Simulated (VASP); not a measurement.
# EuO2 (I4/mmm) in VASP: further runs, part 2 of 2

VASP 6.6.1. The steps go on from the part before.

## Step 3: Relaxation of cell and atoms, r2SCAN+rVV10, collinear spin, ferromagnetic start

Input file INCAR:

```
SYSTEM = EuO2
ALGO     = Normal         ! electronic algorithm
BPARAM   = 11.95        
CPARAM   = 0.0093       
EDIFF    = 1E-7           ! SCF threshold, eV
EDIFFG   = -0.005         ! ionic threshold
ENCUT    = 600            ! plane-wave cutoff, eV
IBRION   = 2              ! ionic algorithm
ISIF     = 3              ! what is computed and relaxed
ISMEAR   = 0              ! smearing method
ISPIN    = 2              ! spin polarisation
IVDW_NL  = 2            
LASPH    = .True.         ! aspherical terms in the spheres
LCHARG   = .False.        ! write CHGCAR
LMAXMIX  = 6              ! l up to which the mixer works
LMIXTAU  = .True.       
LORBIT   = 11             ! projections on sites
LREAL    = .False.        ! projectors in reciprocal space
LUSE_VDW = .True.       
LWAVE    = .False.        ! write WAVECAR
MAGMOM   = 7 0 0          ! initial moments
METAGGA  = R2SCAN         ! meta-GGA
NELM     = 150            ! most SCF steps
NSW      = 40             ! ionic steps
PREC     = Accurate       ! precision mode
SIGMA    = 0.05           ! smearing width, eV
```

Input file KPOINTS:

```
k-points
0
Gamma
  7 7 7
  0 0 0
```

Input file POSCAR:

```
EuO2
1.0
   -1.9305536475      1.9305536475      2.7386088345
    1.9305536475     -1.9305536475      2.7386088345
    1.9305536475      1.9305536475     -2.7386088345
Eu O
1 2
Direct
    0.5000000000      0.5000000000      0.0000000000
    0.2500000000      0.7500000000      0.5000000000
    0.7500000000      0.2500000000      0.5000000000
```

Potentials or basis: VASP PAW PBE potentials, release 64 (Eu, O).

Launch:

```sh
> cat potpaw_PBE.64/Eu/POTCAR potpaw_PBE.64/O/POTCAR > POTCAR
> mpirun -np 1 vasp_std > vasp.out
```

OUTCAR:

```text
SYSTEM = EuO2
   BPARAM = 11.95
   EDIFF = 1E-7
   EDIFFG = -0.005
   ENCUT = 600
   IBRION = 2
   ISIF = 3
   ISMEAR = 0
   ISPIN = 2
   IVDW_NL = 2
   LASPH = .True.
   LORBIT = 11
   LREAL = .False.
   METAGGA = R2SCAN
   NELM = 150
   NSW = 40
   PREC = Accurate

 ion  position               nearest neighbor table
   1  0.500  0.500  0.000-   2 2.37   3 2.37   2 2.37   3 2.37   2 2.37   3 2.37   2 2.37   3 2.37

   2  0.250  0.750  0.500-   1 2.37   1 2.37   1 2.37   1 2.37
   3  0.750  0.250  0.500-   1 2.37   1 2.37   1 2.37   1 2.37

  LATTYP: Found a body centered tetragonal cell.
 ALAT       =     3.8611072950
 C/A-ratio  =     1.4185613739

  Lattice vectors:

 A1 = (  -1.9305536475,   1.9305536475,   2.7386088345)
 A2 = (   1.9305536475,  -1.9305536475,   2.7386088345)
 A3 = (   1.9305536475,   1.9305536475,  -2.7386088345)

Analysis of symmetry for initial positions (statically):
=====================================================================
 Subroutine PRICEL returns:
 Original cell was already a primitive cell.

 Routine SETGRP: Setting up the symmetry group for a
 body centered tetragonal supercell.

 Subroutine GETGRP returns: Found 16 space group operations
 (whereof 16 operations were pure point group operations)
 out of a pool of 16 trial point group operations.

The static configuration has the point symmetry D_4h.

Analysis of symmetry for dynamics (positions and initial velocities):
=====================================================================
 Subroutine PRICEL returns:
 Original cell was already a primitive cell.

 Routine SETGRP: Setting up the symmetry group for a
 body centered tetragonal supercell.

 Subroutine GETGRP returns: Found 16 space group operations
 (whereof 16 operations were pure point group operations)
 out of a pool of 16 trial point group operations.

The dynamic configuration has the point symmetry D_4h.

Analysis of structural, dynamic, and magnetic symmetry:
=====================================================================
 Subroutine PRICEL returns:
 Original cell was already a primitive cell.

 Routine SETGRP: Setting up the symmetry group for a
 body centered tetragonal supercell.

 Subroutine GETGRP returns: Found 16 space group operations
 (whereof 16 operations were pure point group operations)
 out of a pool of 16 trial point group operations.

The overall configuration has the point symmetry D_4h.

 Subroutine INISYM returns: Found 16 space group operations
 (whereof 16 operations are pure point group operations),
 and found     1 'primitive' translations

----------------------------------------------------------------------------------------

                                     Primitive cell

  volume of cell :      40.8276

  direct lattice vectors                    reciprocal lattice vectors
    -1.930553648  1.930553648  2.738608834     0.000000000  0.258993062  0.182574449
     1.930553648 -1.930553648  2.738608834     0.258993062  0.000000000  0.182574449
     1.930553648  1.930553648 -2.738608834     0.258993062  0.258993062  0.000000000

  length of vectors
[... 72 lines left out ...]
   NGX,Y,Z   is equivalent  to a cutoff of  13.76, 13.76, 13.76 a.u.
   NGXF,Y,Z  is equivalent  to a cutoff of  27.51, 27.51, 27.51 a.u.
 SYSTEM =  EuO2
   PREC   = accura    normal or accurate (medium, high low for compatibility)
   ISTART =      0    job   : 0-new  1-cont  2-samecut
   ICHARG =      2    charge: 1-file 2-atom 10-const
   ISPIN  =      2    spin polarized calculation?
   LNONCOLLINEAR =      F non collinear calculations
   LSORBIT =      F    spin-orbit coupling
   LASPH  =      T    aspherical Exc in radial PAW
   ENCUT  =  600.0 eV  44.10 Ry    6.64 a.u.   7.72  7.72  7.72*2*pi/ulx,y,z
   NELM   =    150;   NELMIN=  2; NELMDL= -5     # of ELM steps
   EDIFF  = 0.1E-06   stopping-criterion for ELM
   LREAL  =      F    real-space projection
   EDIFFG = -.5E-02   stopping-criterion for IOM
   NSW    =     40    number of steps for IOM
   IBRION =      2    ionic relax: 0-MD 1-quasi-New 2-CG
   NFREE  =      1    steps in history (QN), initial steepest desc. (CG)
   ISIF   =      3    stress and relaxation
   ISYM   =      2    0-nonsym 1-usesym 2-fastsym
   POTIM  = 0.5000    time-step for ionic-motion
   TEBEG  =    0.0;   TEEND  =   0.0 temperature during run
   PSTRESS=    0.0 pullay stress
   NELECT =      29.0000    total number of electrons
   NUPDOWN=      -1.0000    fix difference up-down
   EMIN   =  10.00;   EMAX   =-10.00  energy-range for DOS
   EFERMI =   0.00;   METHOD = LEGACY
   ISMEAR =     0;   SIGMA  =   0.05  broadening in eV -4-tet -1-fermi 0-gaus
   EFERMI_NEDOS =   21; number of points for ismear=-14 and -15
   IALGO  =     38    algorithm
   IMIX   =      4    mixing-type and parameters
     AMIX     =   0.40;   BMIX     =  1.00
     AMIX_MAG =   1.60;   BMIX_MAG =  1.00
  volume/ion in A,a.u.               =      13.61        91.84
  Fermi-wavevector in a.u.,A,eV,Ry     =   1.460684  2.760292 29.029357  2.133598
  Thomas-Fermi vector in A             =   2.577104
   LORBIT       =     11    0 simple, 1 ext, 2 COOP (PROOUT), +10 PAW based schemes
   METAGGA = R2SCAN    functional components
   LHFCALC =     F    Hartree Fock is set to
   AEXX    =    0.0000 exact exchange contribution
   IVDW_NL    =     2    kernel type
   BPARAM     =11.9500
   IVDW    =     0    specifies the selected vdW correction
   LEPSILON=     F    determine dielectric tensor
   LRPA    =     F    only Hartree local field effects (RPA)
 conjugate gradient relaxation of ions
 spin polarized calculation
 Gauss-broadening in eV      SIGMA  =   0.05
  energy-cutoff  :      600.00
  volume of cell :       40.83
 maximum number of plane-waves:      1376
   NGX = 15   NGY = 15   NGZ = 15

--------------------------------------- Ionic step        1  -------------------------------------------

 number of electron      28.9999995 magnetization       4.9999960

 Free energy of the ion-electron system (eV)
  ---------------------------------------------------
  ext. energy  EPLUGINS =         0.00000000
  ---------------------------------------------------
  free energy    TOTEN  =       -58.61937332 eV

  energy without entropy =      -58.61600103  energy(sigma->0) =      -58.61768717

------------------------ aborting loop because EDIFF is reached ----------------------------------------

  FORCE on cell =-STRESS in cart. coord.  units (eV):
  Direction    XX          YY          ZZ          XY          YZ          ZX
  --------------------------------------------------------------------------------------
  -------------------------------------------------------------------------------------
  Total       -1.0120841     -1.0120841     -1.0042071      0.0000000      0.0000000      0.0000000
  in kB      -39.7167270    -39.7167270    -39.4076111      0.0000000      0.0000000      0.0000000
  external PRESSURE =     -39.6136883 kB  Pullay stress =       0.0000000 kB
[... 61 lines left out ...]
--------------------------------------- Ionic step        3  -------------------------------------------

 number of electron      28.9999996 magnetization       5.0000001

 Free energy of the ion-electron system (eV)
  ---------------------------------------------------
  ext. energy  EPLUGINS =         0.00000000
  ---------------------------------------------------
  free energy    TOTEN  =       -58.63479864 eV

  energy without entropy =      -58.63144040  energy(sigma->0) =      -58.63311952

 E-fermi :   1.8370     XC(G=0): -11.9491

 val. band max:        1.8322534643   @ k =  -0.2857  -0.4286   0.2857
 cond. band min:       1.8644230884   @ k =  -0.2857   0.4286   0.1429
 fundamental gap:      0.0321696242
 Fermi energy:         1.8370199111

 spin component 1

 k-point     1 :       0.0000    0.0000    0.0000
  band No.  band energies     occupation
      1     -39.8597      1.00000
      2     -17.3887      1.00000
      3     -17.3884      1.00000
      4     -17.3884      1.00000
      5     -15.9820      1.00000
      6     -14.4367      1.00000
[... 589 lines left out ...]
     21       9.5446      0.00000
     22      10.6820      0.00000

 [... further k-points ...]

 spin component 2

 k-point     1 :       0.0000    0.0000    0.0000
  band No.  band energies     occupation
      1     -36.7307      1.00000
      2     -16.8290      1.00000
      3     -15.5437      1.00000
      4     -15.2084      1.00000
      5     -15.2075      1.00000
      6     -15.2075      1.00000
[... 621 lines left out ...]
  FREE ENERGIE OF THE ION-ELECTRON SYSTEM (eV)
  ---------------------------------------------------
  free  energy   TOTEN  =       -58.6347986434 eV

  energy  without entropy=      -58.6314404033  energy(sigma->0) =      -58.63311952

 reached required accuracy - stopping structural energy minimisation

 total charge

# of ion       s       p       d       f       tot
--------------------------------------------------
    1        2.057   5.781   0.582   6.109  14.529
    2        1.579   3.407   0.000   0.000   4.985
    3        1.579   3.407   0.000   0.000   4.985
--------------------------------------------------
tot          5.215  12.595   0.582   6.109  24.500

 magnetization (x)

# of ion       s       p       d       f       tot
--------------------------------------------------
    1       -0.015  -0.177   0.091   5.881   5.781
    2       -0.011  -0.450   0.000   0.000  -0.462
    3       -0.011  -0.450   0.000   0.000  -0.462
--------------------------------------------------
tot         -0.038  -1.077   0.091   5.881   4.857
```

Wall time 16 min (1 thread of Intel Xeon 6975P-C (Granite Rapids), shared host); peak memory 0.43 GiB.

What came out:

```
Free energy                                           : -58.6348 eV
Relaxed volume                                        : 13.21 Å³/atom
Relaxed cell                                          : a = 3.829 Å, b = 3.829 Å, c = 3.829 Å, α = 120.10°, β = 120.10°, γ = 89.82°
Space group after relaxing (to 0.05 Å)                : Fm-3m (No. 225)
Energy gained by relaxing                             : 5.1 meV/atom
Ionic steps                                           : 3
Pressure after relaxing                               : -0.1 GPa
Band gap on the k mesh                                : none (metal or under the smearing width)
Net moment                                            : 5.00 μB per cell
Site moments                                          : Eu +5.78; O -0.46 μB
Valence electrons inside the program's atomic spheres : Eu 14.53; O 4.99
```

Step by step:
| step | energy change (eV) | largest force (eV/Å) | pressure (GPa) | volume (Å³) |
| --- | --- | --- | --- | --- |
| 1 | 0.0000 | 0.0000 | -3.96 | 40.83 |
| 2 | -0.0089 | 0.0000 | 2.83 | 38.87 |
| 3 | -0.0154 | 0.0000 | -0.05 | 39.62 |

Final structure:
```xyz
3
Lattice="-1.9113 1.9113 2.7115 1.9113 -1.9113 2.7115 1.9113 1.9113 -2.7115" Properties=species:S:1:pos:R:3 pbc="T T T"
Eu    0.0000    0.0000    2.7115
O     1.9113    0.0000    1.3557
O     0.0000    1.9113    1.3557
```

Levels at points of the mesh, in eV from the Fermi level:
Spin up:
| k point | band 15 | band 16 | band 17 | band 18 | band 19 | band 20 |
| --- | --- | --- | --- | --- | --- | --- |
| (0.00, 0.00, 0.00) | -1.53 | 0.07 | 0.72 | 0.75 | 0.75 | 6.27 |
Spin down:
| k point | band 9 | band 10 | band 11 | band 12 | band 13 | band 14 | band 15 | band 16 |
| --- | --- | --- | --- | --- | --- | --- | --- | --- |
| (0.00, 0.00, 0.00) | -4.36 | -1.22 | -1.22 | -1.22 | 4.44 | 5.17 | 5.17 | 5.17 |

Caveat: the PAW data sets were made with another functional, which shifts forces and pressure a little; spin-orbit coupling is left out, which moves the levels of the heavy elements; a cell with one magnetic atom can't hold antiferromagnetic order, which such compounds often take; without U or exact exchange the open f shell lies at the Fermi level, which spoils levels, moments and volumes. The state reached can hang on the start; a lower one may exist.
